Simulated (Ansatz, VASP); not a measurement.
Ru in VASP and in Ansatz

```
Ru
1.0
     2.75960    0.00000    0.00000
    -1.37980    2.38988    0.00000
     0.00000    0.00000    4.36292
Ru
2
Direct
  0.33333 0.66667 0.25000
  0.66667 0.33333 0.75000
```

Alike in both runs: task single point; functional PBEsol; k mesh 21 × 21 × 12; occupations gaussian, width 0.15 eV; no spin polarisation.

|  | VASP | Ansatz |
| --- | --- | --- |
| version | VASP 6.6.1 | Ansatz 0.2.0 |
| potentials or method | VASP PAW PBE potentials, release 64 (Ru_pv) | scalar-relativistic, plane waves, PAW |
| plane-wave cutoff (eV) | 520 | 420 |
| valence electrons in the cell | 28 | 32 |

Ansatz gave:

- gap on the k mesh at the Fermi level (eV): none
- pressure (GPa): -22.2
- largest component of the traceless stress (GPa): 1.35

Estimate VASP's values.

gap on the k mesh at the Fermi level (eV): none; pressure (GPa): -22.4; largest component of the traceless stress (GPa): 1.36.

A gap of «none» marks a metal or a gap that the smearing closes. The two sets of potentials don't hold the same shells in valence. Ansatz warned: «pseudo_functional_mismatch».

Caveats: so large a pressure means that the cell lies far from this level's equilibrium, or that cutoff or potentials fall short (VASP); the potentials were made for another functional, which shifts forces and pressure (VASP).
